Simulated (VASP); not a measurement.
# W (Im-3m) in VASP: notebook

Runs on W. Level: PBE. Tasks: single point.

Program: VASP 6.6.1. These are calculated values, not measurements. Logs are shortened: lines on timing, memory, paths and dates and some standing lists are left out, and cuts for length are marked.

**1. The structure**

It takes space group Im-3m (No. 229, cubic). Conventional cell: a = 3.165 Å, b = 3.165 Å, c = 3.165 Å, α = 90.00°, β = 90.00°, γ = 90.00°. W (site symmetry m-3m) has 8 W at 2.74 Å as nearest neighbours.

**2. Single point, PBE**

File INCAR:

```
SYSTEM = W
ALGO = Fast
EDIFF = 1E-7
ENCUT = 250
GGA = PE
ISIF = 2
ISMEAR = 0
LASPH = .True.
LCHARG = .False.
LREAL = .False.
LWAVE = .False.
NBANDS = 13
NELM = 100
PREC = Accurate
SIGMA = 0.1
```

File KPOINTS:

```
k-points
0
Gamma
  14 14 14
  0 0 0
```

File POSCAR:

```
W
1.0
   -1.5823450000      1.5823450000      1.5823450000
    1.5823450000     -1.5823450000      1.5823450000
    1.5823450000      1.5823450000     -1.5823450000
W
1
Direct
    0.0000000000      0.0000000000      0.0000000000
```

Potentials or basis: VASP PAW PBE potentials, release 64 (W_sv).

Launch:

```
$ cat potpaw_PBE.64/W_sv/POTCAR > POTCAR
$ mpirun -np 1 vasp_std > vasp.out
```

OUTCAR:

```text
SYSTEM = W
   EDIFF = 1E-7
   ENCUT = 250
   GGA = PE
   ISIF = 2
   ISMEAR = 0
   LASPH = .True.
   LREAL = .False.
   NELM = 100
   PREC = Accurate

 ion  position               nearest neighbor table
   1  0.000  0.000  0.000-

  LATTYP: Found a body centered cubic cell.
 ALAT       =     3.1646900000

  Lattice vectors:

 A1 = (  -1.5823450000,   1.5823450000,   1.5823450000)
 A2 = (   1.5823450000,  -1.5823450000,   1.5823450000)
 A3 = (   1.5823450000,   1.5823450000,  -1.5823450000)

Analysis of symmetry for initial positions (statically):
=====================================================================
 Subroutine PRICEL returns:
 Original cell was already a primitive cell.

 Routine SETGRP: Setting up the symmetry group for a
 body centered cubic supercell.

 Subroutine GETGRP returns: Found 48 space group operations
 (whereof 48 operations were pure point group operations)
 out of a pool of 48 trial point group operations.

The static configuration has the point symmetry O_h .

Analysis of symmetry for dynamics (positions and initial velocities):
=====================================================================
 Subroutine PRICEL returns:
 Original cell was already a primitive cell.

 Routine SETGRP: Setting up the symmetry group for a
 body centered cubic supercell.

 Subroutine GETGRP returns: Found 48 space group operations
 (whereof 48 operations were pure point group operations)
 out of a pool of 48 trial point group operations.

The dynamic configuration has the point symmetry O_h .

 Subroutine INISYM returns: Found 48 space group operations
 (whereof 48 operations are pure point group operations),
 and found     1 'primitive' translations

----------------------------------------------------------------------------------------

                                     Primitive cell

  volume of cell :      15.8476

  direct lattice vectors                    reciprocal lattice vectors
    -1.582345000  1.582345000  1.582345000     0.000000000  0.315986716  0.315986716
     1.582345000 -1.582345000  1.582345000     0.315986716  0.000000000  0.315986716
     1.582345000  1.582345000 -1.582345000     0.315986716  0.315986716  0.000000000

  length of vectors
     2.740701935  2.740701935  2.740701935     0.446872699  0.446872699  0.446872699

  position of ions in fractional coordinates (direct lattice)
     0.000000000  0.000000000  0.000000000

  ion indices of the primitive-cell ions
[... 83 lines left out ...]
   TEBEG  =    0.0;   TEEND  =   0.0 temperature during run
   PSTRESS=    0.0 pullay stress
   NELECT =      14.0000    total number of electrons
   NUPDOWN=      -1.0000    fix difference up-down
   EMIN   =  10.00;   EMAX   =-10.00  energy-range for DOS
   EFERMI =   0.00;   METHOD = LEGACY
   ISMEAR =     0;   SIGMA  =   0.10  broadening in eV -4-tet -1-fermi 0-gaus
   EFERMI_NEDOS =   21; number of points for ismear=-14 and -15
   IALGO  =     68    algorithm
   IMIX   =      4    mixing-type and parameters
     AMIX     =   0.40;   BMIX     =  1.00
     AMIX_MAG =   1.60;   BMIX_MAG =  1.00
  volume/ion in A,a.u.               =      15.85       106.94
  Fermi-wavevector in a.u.,A,eV,Ry     =   1.570832  2.968442 33.572544  2.467512
  Thomas-Fermi vector in A             =   2.672506
   LORBIT       =      0    0 simple, 1 ext, 2 COOP (PROOUT), +10 PAW based schemes
   GGA     = PE    functional components
   LHFCALC =     F    Hartree Fock is set to
   AEXX    =    0.0000 exact exchange contribution
   IVDW    =     0    specifies the selected vdW correction
   LEPSILON=     F    determine dielectric tensor
   LRPA    =     F    only Hartree local field effects (RPA)
 non-spin polarized calculation
 RMM-DIIS sequential band-by-band and
 Gauss-broadening in eV      SIGMA  =   0.10
  energy-cutoff  :      250.00
  volume of cell :       15.85
 maximum number of plane-waves:       150
   NGX =  7   NGY =  7   NGZ =  7

 number of electron      13.9999969 magnetization

 Free energy of the ion-electron system (eV)
  ---------------------------------------------------
  ext. energy  EPLUGINS =         0.00000000
  ---------------------------------------------------
  free energy    TOTEN  =       -12.94287929 eV

  energy without entropy =      -12.93878115  energy(sigma->0) =      -12.94083022

 E-fermi :  11.5475     XC(G=0): -13.6477

 val. band max:       11.5447511274   @ k =  -0.4286   0.5000   0.2857
 cond. band min:      11.5799060980   @ k =   0.5000   0.5000   0.2857
 fundamental gap:      0.0351549706
 Fermi energy:        11.5474556459

 k-point     1 :       0.0000    0.0000    0.0000
  band No.  band energies     occupation
      1     -62.7050      2.00000
      2     -26.2875      2.00000
      3     -26.2875      2.00000
      4     -26.2875      2.00000
      5       1.8042      2.00000
      6      10.2162      2.00000
      7      10.2162      2.00000
      8      10.2162      2.00000
      9      13.7102      0.00000
     10      13.7102      0.00000
     11      25.9741      0.00000
     12      25.9741      0.00000
     13      25.9741      0.00000
[... 354 lines left out ...]
  band No.  band energies     occupation
      1     -62.5550      2.00000
      2     -27.2797      2.00000
      3     -27.0830      2.00000
      4     -26.4508      2.00000
      5       6.9948      2.00000
      6       8.4451      2.00000
      7       9.1531      2.00000
      8      13.9398      0.00000
      9      14.5387      0.00000
     10      19.7929      0.00000
     11      21.6716      0.00000
     12      23.7217      0.00000
     13      28.5861      0.00000

 [... further k-points ...]

------------------------ aborting loop because EDIFF is reached ----------------------------------------

  FORCE on cell =-STRESS in cart. coord.  units (eV):
  Direction    XX          YY          ZZ          XY          YZ          ZX
  --------------------------------------------------------------------------------------
  -------------------------------------------------------------------------------------
  Total        0.5578961      0.5578961      0.5578961      0.0000000      0.0000000     -0.0000000
  in kB       56.4027586     56.4027586     56.4027586      0.0000000      0.0000000     -0.0000000
  external PRESSURE =      56.4027586 kB  Pullay stress =       0.0000000 kB

 VOLUME and BASIS-vectors are now :
 -----------------------------------------------------------------------------
  energy-cutoff  :      250.00
  volume of cell :       15.85
      direct lattice vectors                 reciprocal lattice vectors
    -1.582345000  1.582345000  1.582345000     0.000000000  0.315986716  0.315986716
     1.582345000 -1.582345000  1.582345000     0.315986716  0.000000000  0.315986716
     1.582345000  1.582345000 -1.582345000     0.315986716  0.315986716  0.000000000

 POSITION                                       TOTAL-FORCE (eV/Angst)
 -----------------------------------------------------------------------------------
      0.00000      0.00000      0.00000         0.000000     -0.000000      0.000000
 -----------------------------------------------------------------------------------
    total drift:                               -0.000000     -0.000000      0.000000

  FREE ENERGIE OF THE ION-ELECTRON SYSTEM (eV)
  ---------------------------------------------------
  free  energy   TOTEN  =       -12.9428792934 eV

  energy  without entropy=      -12.9387811546  energy(sigma->0) =      -12.94083022
```

OSZICAR:

```text
N       E                     dE             d eps       ncg     rms          rms(c)
DAV:   1     0.495707072697E+02    0.49571E+02   -0.48743E+03  2882   0.765E+02
DAV:   2    -0.127003378298E+02   -0.62271E+02   -0.60113E+02  2949   0.218E+02
DAV:   3    -0.135557820567E+02   -0.85544E+00   -0.85449E+00  2999   0.268E+01
DAV:   4    -0.135581044022E+02   -0.23223E-02   -0.23223E-02  2934   0.148E+00
DAV:   5    -0.135581153871E+02   -0.10985E-04   -0.10986E-04  3059   0.961E-02    0.206E+01
RMM:   6    -0.130774320133E+02    0.48068E+00   -0.37449E-01  2927   0.568E+00    0.872E+00
RMM:   7    -0.129462009027E+02    0.13123E+00   -0.28254E-01  2945   0.492E+00    0.843E-01
RMM:   8    -0.129430237165E+02    0.31772E-02   -0.97094E-03  3353   0.995E-01    0.214E-01
RMM:   9    -0.129428997765E+02    0.12394E-03   -0.13042E-03  3166   0.389E-01    0.212E-02
RMM:  10    -0.129428932136E+02    0.65629E-05   -0.16785E-04  3299   0.137E-01    0.754E-03
RMM:  11    -0.129428800803E+02    0.13133E-04   -0.17927E-05  3338   0.476E-02    0.398E-03
RMM:  12    -0.129428800492E+02    0.31099E-07   -0.27050E-06  3341   0.187E-02    0.111E-03
RMM:  13    -0.129428789411E+02    0.11081E-05   -0.30638E-07  2714   0.652E-03    0.229E-03
RMM:  14    -0.129428792982E+02   -0.35709E-06   -0.90646E-08  2155   0.325E-03    0.513E-04
RMM:  15    -0.129428792934E+02    0.47391E-08   -0.58048E-09  1390   0.857E-04
   1 F= -.12942879E+02 E0= -.12940830E+02  d E =-.409814E-02
```

stdout:

```text
POSCAR found type information on POSCAR W
 POSCAR found :  1 types and       1 ions
 scaLAPACK will be used
 LDA part: xc-table for (Slater+PW92), standard interpolation
 POSCAR, INCAR and KPOINTS ok, starting setup
 FFT: planning ... GRIDC
 FFT: planning ... GRID_SOFT
 FFT: planning ... GRID
 WAVECAR not read
 entering main loop
```

Wall time 11 s (1 thread of AMD EPYC 7R43 (Zen 3), shared host); peak memory 0.08 GiB.

What came out:

```yaml
Free_energy: -12.9429 eV
Band_gap_on_the_k_mesh: none (metal or under the smearing width)
```

Levels at points of the mesh, in eV from the Fermi level:
```csv
k point,band 5,band 6,band 7,band 8,band 9,band 10
"(0.00, 0.00, 0.00)",-9.74,-1.33,-1.33,-1.33,2.16,2.16
"(0.50, 0.00, 0.00)",-6.38,-3.67,0.58,2.06,3.04,6.05
"(0.50, 0.50, 0.50)",-5.94,-5.94,5.07,5.07,5.07,8.15
```

Caveat: the cutoff is under 1.25 times the usual one of these potentials, so pressure, stress and relaxed cells hold a basis-set (Pulay) error. The run has no spin-orbit coupling, so splittings on W are missing.

**3. Single point, PBE**

Changes to INCAR since step 2:

```diff
@@ -3,3 +3,3 @@
 EDIFF = 1E-7
-ENCUT = 250
+ENCUT = 300
 GGA = PE
```

KPOINTS is that of step 2.

POSCAR is that of step 2.

Potentials or basis: VASP PAW PBE potentials, release 64 (W_sv).

Launch:

```
$ cat potpaw_PBE.64/W_sv/POTCAR > POTCAR
$ mpirun -np 1 vasp_std > vasp.out
```

OUTCAR:

```text
SYSTEM = W
   EDIFF = 1E-7
   ENCUT = 300
   GGA = PE
   ISIF = 2
   ISMEAR = 0
   LASPH = .True.
   LREAL = .False.
   NELM = 100
   PREC = Accurate

 ion  position               nearest neighbor table
   1  0.000  0.000  0.000-

  LATTYP: Found a body centered cubic cell.
 ALAT       =     3.1646900000

  Lattice vectors:

 A1 = (  -1.5823450000,   1.5823450000,   1.5823450000)
 A2 = (   1.5823450000,  -1.5823450000,   1.5823450000)
[... 565 lines left out ...]
     13      28.5832      0.00000

 [... further k-points ...]

------------------------ aborting loop because EDIFF is reached ----------------------------------------

  FORCE on cell =-STRESS in cart. coord.  units (eV):
  Direction    XX          YY          ZZ          XY          YZ          ZX
  --------------------------------------------------------------------------------------
  -------------------------------------------------------------------------------------
  Total        0.5664969      0.5664969      0.5664969      0.0000000      0.0000000      0.0000000
  in kB       57.2722996     57.2722996     57.2722996      0.0000000      0.0000000      0.0000000
  external PRESSURE =      57.2722996 kB  Pullay stress =       0.0000000 kB

 VOLUME and BASIS-vectors are now :
 -----------------------------------------------------------------------------
  energy-cutoff  :      300.00
  volume of cell :       15.85
      direct lattice vectors                 reciprocal lattice vectors
    -1.582345000  1.582345000  1.582345000     0.000000000  0.315986716  0.315986716
     1.582345000 -1.582345000  1.582345000     0.315986716  0.000000000  0.315986716
     1.582345000  1.582345000 -1.582345000     0.315986716  0.315986716  0.000000000

 POSITION                                       TOTAL-FORCE (eV/Angst)
 -----------------------------------------------------------------------------------
      0.00000      0.00000      0.00000        -0.000000      0.000000     -0.000000
 -----------------------------------------------------------------------------------
    total drift:                               -0.000000      0.000000      0.000000

  FREE ENERGIE OF THE ION-ELECTRON SYSTEM (eV)
  ---------------------------------------------------
  free  energy   TOTEN  =       -12.9410011220 eV

  energy  without entropy=      -12.9368768463  energy(sigma->0) =      -12.93893898
```

stdout:

```text
POSCAR found type information on POSCAR W
 POSCAR found :  1 types and       1 ions
 scaLAPACK will be used
 LDA part: xc-table for (Slater+PW92), standard interpolation
 POSCAR, INCAR and KPOINTS ok, starting setup
 FFT: planning ... GRIDC
 FFT: planning ... GRID_SOFT
 FFT: planning ... GRID
 WAVECAR not read
 entering main loop
```

Wall time 14 s (1 thread of AMD EPYC 7R43 (Zen 3), shared host); peak memory 0.09 GiB.

What came out:

- Free energy: -12.9410 eV
- Pressure: 5.7 GPa
- Band gap on the k mesh: none (metal or under the smearing width)

Levels at points of the mesh, in eV from the Fermi level:
```tsv
k point	band 4	band 5	band 6	band 7	band 8	band 9	band 10	band 11
(0.00, 0.00, 0.00)	-37.85	-9.74	-1.33	-1.33	-1.33	2.16	2.16	14.42
(0.50, 0.00, 0.00)	-37.86	-6.38	-3.67	0.58	2.05	3.04	6.05	10.98
(0.50, 0.50, 0.50)	-38.75	-5.93	-5.93	5.07	5.07	5.07	8.15	8.15
```

Spin-orbit coupling is left out, which matters for the levels of W.
